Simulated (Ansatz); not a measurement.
# Cr (P-1) in Ansatz: convergence with xc grid

Aim: find how far xc grid must go before the results for Cr settle, at PBEsol. This setting moves, with any that are tied to it; all else stays.

Program: Ansatz 0.2.0. These are calculated values, not measurements. Logs are shortened: lines on timing, memory, paths and dates and some standing lists are left out, and cuts for length are marked.

**1. Starting point**

The typed cell holds 1 atom: a = 2.564 Å, b = 2.575 Å, c = 2.614 Å, α = 60.73°, β = 61.16°, γ = 60.86°.

This isn't the form of Cr at room conditions, which is bcc.

**2. With xc grid 1**

input.yaml reads:

```yaml
crystal:
  lattice:
    - [-0.01742837, 1.81563267, 1.81065737]
    - [1.83100899, -0.01704057, 1.81026957]
    - [1.85589832, 1.84013421, -0.04192991]
  atoms:
    - { symbol: Cr, position: [0.0, 0.0, 0.0], spin: 3.0 }
hamiltonian:
  xc: pbesol
  pseudopotentials: { kind: paw }
magnetization:
  spin_polarized: true
kpoints:
  mp_grid: { grid: [9, 9, 9] }
scf:
  occupations: { method: fermi_dirac, width: 0.1 }
output:
  forces: true
  stress: true
  eigenvalues: true
basis:
  xc_grid: 1
```

Potentials or basis: Ansatz PAW.

The run is started by

```bash
$ ansatz run input.yaml --threads 2 --pin off --max-ram 5632MiB --backend cpu --events-out ev --progress --plain --runs-dir out
```

Standard output:

```text
Warning: RAYON_NUM_THREADS=2 ignored (pool sized by the plan → 2); use --threads N
Engine: ansatz 0.2.0, aarch64-unknown-linux-gnu
Pseudopotentials: kind: paw
Pseudopotential: Cr, paw, valence charge 14, recommended cutoff 420 eV (normal), Cr.paw.azcp
Functional definition: PBEsol
  exchange = pbesol_x
  correlation = pbesol_c
Crystal: 1 atoms, lattice volume = 12.455 Å³
Basis set: ecut = 420 eV, 259 PW (Γ)
Bands: 13, of which v1, the nominal top of the filled ones, is band 7 counted from 1 (6 counted from 0)
Symmetry: 2 space group operations
Space group: P-1 (ITA 2), of the structure as read, at distance tolerance 2.3e-5 Å
Magnetic group: BNS 2.4 (UNI 4), of the structure as read, at distance tolerance 2.3e-5 Å
k-points: 365 of 729
Non-local potential: Cr, projectors of the file, l = 0: 3, l = 1: 2, l = 2: 3, l = 3: 1
PAW form: soft (Blöchl's): semilocal exchange-correlation on the pseudo side does not see the compensation charge
PAW frozen core: Cr, regenerated for the run's functional, and the local potential with it (the file was generated under x = pbe(κ = 0.804, μ = 0.2195149727645171), c = pbe(β = 0.06672455060314922))
PAW one-centre angular grid: Cr, 590 points (default); XC on 64 Gauss nodes
Initial density: superposition of atomic densities (chi_scale 0.1, normalization cell)
Starting moments: Σ|m| = 3 μB on 1 of 1 site
Initial wavefunctions: pseudopotential atomic-orbital guess
Functional: x = pbesol(κ = 0.804, μ = 0.12345679012345678), c = pbesol(β = 0.046)
SCF iter   1: F=—  HF=-3351.727937 eV  |F-HF|=—  |Δ(HF+E_count)|=         —  Δρ=3.10e-1 (↑3.10e-1 ↓1.18e-1)  dr2=5.86e0  dr2_m=4.68e0  M=0.521 μB ∫|m|=0.521 μB  β_m=0.30  ethr=3.10e-3  ⟨swp⟩=4.0  Hψ=44726  notcnv=0
Mixer restart at iter 1: flushing history
preconditioner: auto → none  [metal: Δε(μ)=0.010 eV  Ē_g=11.460 eV  σ=0.100 eV  W_gap=0.02  n_scr=0 (ndim 8)  ℏωp=25.8 eV  f_vac=0.000  D(μ)=1.32/eV (n_scr^D=14)]
SCF iter   2: F=—  HF=-3349.099658 eV  |F-HF|=—  |Δ(HF+E_count)|=    2.63e0  Δρ=1.41e-1 (↑1.41e-1 ↓1.16e-1)  dr2=2.33e-1  dr2_m=1.85e0  M=0.629 μB ∫|m|=0.629 μB  β_m=0.40  ethr=3.10e-3  ⟨swp⟩=2.0  Hψ=24525  notcnv=0  defer=313
SCF iter   3: F=—  HF=-3348.842973 eV  |F-HF|=—  |Δ(HF+E_count)|=   2.57e-1  Δρ=8.15e-2 (↑8.15e-2 ↓6.85e-2)  dr2=4.82e-2  dr2_m=6.33e-1  M=0.410 μB ∫|m|=0.410 μB  β_m=0.59  ethr=1.67e-3  ⟨swp⟩=2.0  Hψ=15441  notcnv=0  defer=291
SCF iter   4: F=—  HF=-3348.764202 eV  |F-HF|=—  |Δ(HF+E_count)|=   7.88e-2  Δρ=8.83e-3 (↑6.18e-3 ↓8.83e-3)  dr2=5.03e-3  dr2_m=5.18e-3  M=0.059 μB ∫|m|=0.059 μB  β_m=0.79  ethr=3.44e-4  ⟨swp⟩=2.0  Hψ=14045  notcnv=0  defer=291
SCF iter   5: F=—  HF=-3348.762039 eV  |F-HF|=—  |Δ(HF+E_count)|=   2.16e-3  Δρ=2.80e-3 (↑1.72e-3 ↓2.80e-3)  dr2=1.61e-4  dr2_m=5.55e-4  M=-0.010 μB ∫|m|=0.010 μB  β_m=0.80  ethr=3.59e-5  ⟨swp⟩=1.6  Hψ=11576  notcnv=0  defer=285
SCF iter   6: F=—  HF=-3348.762011 eV  |F-HF|=—  |Δ(HF+E_count)|=   2.80e-5  Δρ=3.31e-4 (↑3.31e-4 ↓2.23e-4)  dr2=2.09e-5  dr2_m=2.46e-6  M=0.001 μB ∫|m|=0.002 μB  β_m=0.90  ethr=1.15e-6  ⟨swp⟩=2.2  Hψ=12384  notcnv=0  defer=285
SCF iter   7: F=—  HF=-3348.762012 eV  |F-HF|=—  |Δ(HF+E_count)|=   1.06e-6  Δρ=5.42e-5 (↑5.42e-5 ↓3.50e-5)  dr2=1.29e-7  dr2_m=1.92e-7  M=0.000 μB ∫|m|=0.000 μB  β_m=0.94  ethr=1.49e-7  ⟨swp⟩=2.7  Hψ=13549  notcnv=0  defer=285
SCF iter   8: F=—  HF=-3348.762012 eV  |F-HF|=—  |Δ(HF+E_count)|=   1.01e-7  Δρ=8.65e-6 (↑8.65e-6 ↓7.73e-6)  dr2=1.83e-9  dr2_m=6.95e-9  M=-0.000 μB ∫|m|=0.000 μB  β_m=0.97  ethr=9.22e-10  ⟨swp⟩=2.0  Hψ=14414  notcnv=0  defer=285
SCF iter   9: F=—  HF=-3348.762012 eV  |F-HF|=—  |Δ(HF+E_count)|=   4.25e-9  Δρ=2.31e-6 (↑2.31e-6 ↓2.26e-6)  dr2=1.76e-10  dr2_m=5.27e-10  M=-0.000 μB ∫|m|=0.000 μB  β_m=0.88  ethr=1.31e-11  ⟨swp⟩=2.0  Hψ=14706  notcnv=0  defer=285
SCF iter  10: F=—  HF=-3348.762012 eV  |F-HF|=—  |Δ(HF+E_count)|=  5.46e-11  Δρ=1.08e-6 (↑1.08e-6 ↓6.38e-7)  dr2=2.40e-11  dr2_m=8.20e-11  M=-0.000 μB ∫|m|=0.000 μB  β_m=0.87  ethr=1.25e-12  ⟨swp⟩=2.6  Hψ=14563  notcnv=0  defer=285
SCF iter  11: F=-3348.762012 eV  HF=-3348.762012 eV  |F-HF|=4.55e-13  |Δ(HF+E_count)|=  1.14e-11  Δρ=6.53e-8 (↑6.48e-8 ↓6.53e-8)  dr2=6.44e-13  dr2_m=1.94e-13  M=0.000 μB ∫|m|=0.000 μB  ethr=1.00e-12  ⟨swp⟩=2.5  Hψ=26857  notcnv=0
SCF 1 converged in 11 iterations: F = -3348.762012 eV  dr2 = 6.44e-13
WARN: the starting moments were not kept: the SCF closed with an absolute magnetisation of 5.1e-7 μB, where they sum to 3 μB in size (1 site). That is at most 0.1 of that sum. Measured as dr2_m measures the in/out step, that magnetisation stands 9.6e-14 eV from none, at or under the dr2_threshold of 1.0e-7 eV: it is no larger than a step whose dr2_m would equal this threshold. The system may hold no moment; this SCF shows only that its start led to no more than that. To try another start: raise the starting moments (crystal.atoms[].spin, magnetization.per_species, magnetization.initial_magnetization, or on a non-collinear deck that types none of these the spinor_matrix: blocks that start its atoms; where the total moment is fixed, keep their sum and leave initial_magnetization as it is; typed ones take the place of any that the run laid by itself, positive ones on a crystal's lanthanoids without a Hubbard term where scf.initial_density.shell_occupations: [] is typed) or, if the notice of its spin-set hold's release reads "site moments contracting" or "site moments show no strong build", lengthen the hold (scf.mixing.spin_hold: { on: { confirm: 4 } }; for m-r²SCAN on two components see the key's manual first). Each may lead to a state that holds a moment. A second SCF, from the converged charge density, with the starting moments and any scf.initial_density.shell_occupations laid on it anew, would have followed, and was not run: the deck does not ask for one (magnetization.retry_lost_moments is false, the default). To let it run, set magnetization.retry_lost_moments: true and run the deck again, where that key's refused combinations let it; where memory then withholds it, that run's warning says so.
SCF converged after 11 iterations
Magnetization: 0.0000 μB (7.0000 up, 7.0000 down)
Absolute magnetization: 0.0000 μB (∫|ρ↑−ρ↓|, with the PAW one-centre terms)
Spin contamination: 0.0000 ħ² per cell (⟨S²⟩ above its minimum at these occupations)
Per-site moments (μB) at R_I (Å): [(3.0775837292943916e-7, 1.0577473168849205)]
Free energy (F): -3348.762012 eV
Harris-Foulkes:  -3348.762012 eV  (|F-HF|=4.55e-13)
Internal energy: -3348.706576 eV  (E = F + TS)
E sigma→0 (E₀):  -3348.734294 eV
Entropy (-TS):   -0.055436 eV (-55.436 meV/atom)
Fermi energy:    17.436420 eV
--- Per-component energies (eV) ---
  E_band       = -165.452845
  E_kinetic    = 341.846790
  E_local      = -1243.184520  (includes V_loc(G=0)·N_el)
  E_nonlocal   = 80.058755
  E_hartree    = 535.711055
  E_xc         = -138.385906
  E_vxc        = -177.276411  (∫ρ·V_xc dr)
  E_paw        = -1166.785016  (= ΣΔE_a)
  E_vpaw       = -238.319929  (= ΣTr[D̂ρ^β])
  E_aug_tail   = 0.000324  (compensation charges beyond the density's cutoff)
  E_ewald      = -1758.128058
  E_core_change = 0.160000  (= ΣΔE_core)
  E_smearing   = -0.055436  (= −TS)
  E_closure    = 0.000000  (closes the sum)
  Σ components = -3348.762012   (vs F -3348.762012, Δ=0.00e0)
--- Forces (eV/Å), atoms counted from 1 ---
  atom   1  Cr     0.00000000     0.00000000     0.00000000
  max |Σ_I F_I| component: 0.00e0 eV/Å
--- Stress (GPa, compression-positive) ---
      -16.583314      -0.296675      -1.041339
       -0.296675     -18.359364      -1.218211
       -1.041339      -1.218211     -19.334888
  P = ⅓ Tr σ = -18.0925 GPa (-180.925 kbar)
--- Band table (eV; the first three rows and the last of 730) ---
  k-point 0 ↑: bands = ["-53.8263", "-24.8745", "-24.8357", "-24.8118", "10.0164", "16.8401", "17.0183", "17.2028", "18.6161", "18.7136", "36.8574", "41.5470", "42.1561"]
  k-point 1 ↑: bands = ["-53.8109", "-24.9576", "-24.8455", "-24.8220", "10.4733", "16.6575", "17.1235", "17.3224", "18.5775", "18.6647", "36.4352", "39.0655", "42.2354"]
  k-point 2 ↑: bands = ["-53.7717", "-25.1662", "-24.8702", "-24.8471", "11.6954", "16.3185", "17.2123", "17.4388", "18.7111", "18.7697", "33.1858", "37.9472", "42.3331"]
  k-point 364 ↓: bands = ["-53.6703", "-25.5485", "-25.0009", "-24.9540", "14.0035", "16.5454", "17.0673", "17.4048", "19.6163", "21.1271", "26.2707", "35.3145", "38.9884"]
```

It took 5.1 s on 2 threads of Arm Neoverse V2, shared host; peak memory 0.37 GiB.

What came out:

```yaml
Free_energy: -3348.7620 eV
Pressure: -18.1 GPa
Band_gap_on_the_k_mesh: none (metal or under the smearing width)
Net_moment: 0.00 μB per cell
Absolute_moment: 0.00 μB per cell
```

**3. With xc grid 2**

Edit input.yaml of step 2 so:

```diff
@@ -21,2 +21,2 @@
 basis:
-  xc_grid: 1
+  xc_grid: 2
```

Potentials or basis: Ansatz PAW.

The run is started by

```bash
$ ansatz run input.yaml --threads 2 --pin off --max-ram 5632MiB --backend cpu --events-out ev --progress --plain --runs-dir out
```

It took 5.2 s on 2 threads of Arm Neoverse V2, shared host; peak memory 0.38 GiB.

What came out:

* Free energy: -3348.7620 eV
* Pressure: -18.1 GPa
* Band gap on the k mesh: none (metal or under the smearing width)
* Net moment: 0.00 μB per cell
* Absolute moment: 0.00 μB per cell

**4. With xc grid 3**

Edit input.yaml of step 3 so:

```diff
@@ -21,2 +21,2 @@
 basis:
-  xc_grid: 2
+  xc_grid: 3
```

The run is started by

```bash
$ ansatz run input.yaml --threads 2 --pin off --max-ram 5632MiB --backend cpu --events-out ev --progress --plain --runs-dir out
```

Run time: 5.2 s. Hardware: 2 threads of Arm Neoverse V2, shared host; peak memory 0.38 GiB.

Results (log left out):

```
Free energy            : -3348.7620 eV
Pressure               : -18.1 GPa
Band gap on the k mesh : none (metal or under the smearing width)
Net moment             : 0.00 μB per cell
Absolute moment        : 0.00 μB per cell
```

**5. With xc grid 4**

Edit input.yaml of step 4 so:

```diff
@@ -21,2 +21,2 @@
 basis:
-  xc_grid: 3
+  xc_grid: 4
```

The run is started by

```bash
$ ansatz run input.yaml --threads 2 --pin off --max-ram 5632MiB --backend cpu --events-out ev --progress --plain --runs-dir out
```

Wall time 5.3 s (2 threads of Arm Neoverse V2, shared host); peak memory 0.39 GiB.

It converged, with:

| Quantity | Value |
| --- | --- |
| Free energy | -3348.7620 eV |
| Pressure | -18.1 GPa |
| Band gap on the k mesh | none (metal or under the smearing width) |
| Net moment | 0.00 μB per cell |
| Absolute moment | 0.00 μB per cell |

**6. With xc grid 5**

Edit input.yaml of step 5 so:

```diff
@@ -21,2 +21,2 @@
 basis:
-  xc_grid: 4
+  xc_grid: 5
```

Potentials or basis: Ansatz PAW.

The run is started by

```bash
$ ansatz run input.yaml --threads 2 --pin off --max-ram 5632MiB --backend cpu --events-out ev --progress --plain --runs-dir out
```

It took 5.4 s on 2 threads of Arm Neoverse V2, shared host; peak memory 0.4 GiB.

Results (log left out):

| Item | Value |
| --- | --- |
| Free energy | -3348.7620 eV |
| Pressure | -18.1 GPa |
| Band gap on the k mesh | none (metal or under the smearing width) |
| Net moment | 0.00 μB per cell |
| Absolute moment | 0.00 μB per cell |

**7. The series at a glance**

```tsv
xc grid	energy less the tightest run, at zero smearing (meV/atom)	SCF cycles	CPU time (s)	peak memory (GiB)
1	0.01	11	9.6	0.37
2	0.00	11	9.7	0.38
3	0.00	11	9.7	0.38
4	0.00	11	9.9	0.39
5	0.00	11	10	0.4
```

Against the tightest run, the energy stays within 1 meV/atom from 1 on. The tightest run that finished is the yardstick and may itself not be fully converged.

Caveats: the starting moments collapsed, and a magnetic state may lie lower; so large a pressure means that the cell lies far from this level's equilibrium, or that cutoff or potentials fall short; the PAW data sets come from PBE, with cores solved anew for the run's functional, which leaves a small shift of forces and pressure; the starting moments weren't kept.
